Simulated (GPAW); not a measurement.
A calculation with GPAW 26.7.0 of Ge (native input, Cartesian positions):

File run.py:

```python
from ase.io import read
from gpaw import PW
from gpaw.dft import DFT

atoms = read('Ge.xyz')

dft = DFT(atoms,
          mode=PW(600),
          xc='PBE',
          kpts={'size': (10, 10, 6), 'gamma': True},
          occupations={'name': 'fermi-dirac', 'width': 0.05},
          nbands=11,
          convergence={'density': 1e-05, 'energy': 1e-05},
          maxiter=150,
          txt='gpaw.txt')
print(f'Energy: {dft.calculate_energy():.6f} eV')
print('Forces (eV/A):')
print(dft.calculate_forces().round(4))
print('Stress (eV/A^3):', dft.calculate_stress().round(6))
dft.write_gpw_file('gs.gpw')
```

File Ge.xyz:

```xyz
2
Lattice="1.4880529250 -2.5946896100 0.0000000000 1.4880529250 2.5946896100 0.0000000000 0.0000000000 0.0000000000 4.7275957900" Properties=species:S:1:pos:R:3 pbc="T T T"
Ge     1.4880529250      0.8643085973      1.1818989475
Ge     1.4880529250     -0.8643085973      3.5456968425
```

Potentials or basis: GPAW PAW data sets (gpaw-data 1.2.1), pw.

The run is started by

```sh
$ OMP_NUM_THREADS=1 python run.py
```

This isn't the form of Ge at room conditions, which is diamond.

Write the same calculation in another form: ASE script, structure typed inline.

As run:

File run.py:

```python
from ase import Atoms
from ase.dft.bandgap import bandgap
from ase.io import write
from ase.units import GPa
from gpaw import GPAW, PW

atoms = Atoms(['Ge', 'Ge'],
              cell=[[1.488052925, -2.59468961, 0.0],
                    [1.488052925, 2.59468961, 0.0],
                    [0.0, 0.0, 4.72759579]],
              scaled_positions=[[0.33344663, 0.66655337, 0.25],
                                [0.66655337, 0.33344663, 0.75]],
              pbc=True)

calc = GPAW(mode=PW(600),
            xc='PBE',
            kpts={'size': (10, 10, 6), 'gamma': True},
            occupations={'name': 'fermi-dirac', 'width': 0.05},
            nbands=11,
            convergence={'density': 1e-05, 'energy': 1e-05},
            maxiter=150,
            txt='gpaw.txt')
atoms.calc = calc
energy = atoms.get_potential_energy()
forces = atoms.get_forces()
stress = atoms.get_stress()
calc.write('gs.gpw')
write('result.traj', atoms)
print(f'Energy: {energy:.6f} eV')
print('Forces (eV/A):')
print(forces.round(4))
print('Stress (GPa):', (stress / GPa).round(3))
print('Fermi level:', round(calc.get_fermi_level(), 4), 'eV')
print(f'Gap: {bandgap(calc)[0]:.4f} eV, direct: {bandgap(calc, direct=True)[0]:.4f} eV')
```

Potentials or basis: GPAW PAW data sets (gpaw-data 1.2.1), pw.

Run with:

```bash
$ OMP_NUM_THREADS=1 python run.py
```

Both were run:

|  | native input, Cartesian positions | ASE script, structure typed inline |
| --- | --- | --- |
| Pressure | 4.0 GPa | 4.0 GPa |
| Band gap on the k mesh | none (metal or under the smearing width) | none (metal or under the smearing width) |

Keys that steer only the numerical path or the files written may differ.
